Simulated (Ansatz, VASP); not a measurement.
This is a calculation of Zr for Ansatz 0.2.0.

The input input.yaml:

```yaml
crystal:
  lattice:
    - [-1.844271, 1.860235, 1.77457]
    - [1.879124, -1.871496, 1.820684]
    - [1.75054, 1.777765, -1.785831]
  atoms:
    - { symbol: Zr, position: [0.022387, -0.003988, 0.012007] }
hamiltonian:
  xc: pbesol
  pseudopotentials: { kind: paw }
kpoints:
  mp_grid: { grid: [10, 10, 10] }
scf:
  occupations: { method: fermi_dirac, width: 0.05 }
output:
  forces: true
  stress: true
  eigenvalues: true
```

Potentials or basis: Ansatz PAW.

Launch:

```bash
$ ansatz run input.yaml --threads 1 --pin off --max-ram 3584MiB --backend cpu --events-out ev --progress --plain --runs-dir out
```

Problem. Set up the same calculation for VASP 6.6.1. Potentials there: VASP PAW PBE potentials, release 64 (Zr_sv).

Solution. As run (the cutoff follows the program's own potentials):

INCAR

```
PREC = Accurate
ENCUT = 520
EDIFF = 1E-6
ISMEAR = -1
SIGMA = 0.05
LREAL = False
LASPH = True
NELM = 60
ALGO = Fast
ISIF = 2
LWAVE = False
LCHARG = False
GGA = PS
NBANDS = 12
```

KPOINTS

```
Automatic mesh
0
Gamma
  10 10 10
```

POSCAR

```
Zr
1.0
   -1.8442710000      1.8602350000      1.7745700000
    1.8791240000     -1.8714960000      1.8206840000
    1.7505400000      1.7777650000     -1.7858310000
Zr
1
Direct
    0.0223870000     -0.0039880000      0.0120070000
```

Potentials or basis: VASP PAW PBE potentials, release 64 (Zr_sv).

The run is started by

```console
$ cat potpaw_PBE.64/Zr_sv/POTCAR > POTCAR
$ mpirun -np 1 vasp_std > vasp.out
```

Both were run:

|  | VASP | Ansatz | Ansatz less VASP |
| --- | --- | --- | --- |
| gap on the k mesh at the Fermi level (eV) | none | none | - |
| pressure (GPa) | -6.9 | -7.0 | -0.08 |
| largest component of the traceless stress (GPa) | 1.28 | 1.27 | -0.008 |

A gap of «none» marks a metal or a gap that the smearing closes. The functional is the same, so the differences come from potentials, cutoffs and numerics.

Caveats: the PAW data sets were made with another functional, which shifts forces and pressure a little (VASP); the PAW data sets come from PBE, with cores solved anew for the run's functional, which leaves a small shift of forces and pressure (Ansatz).
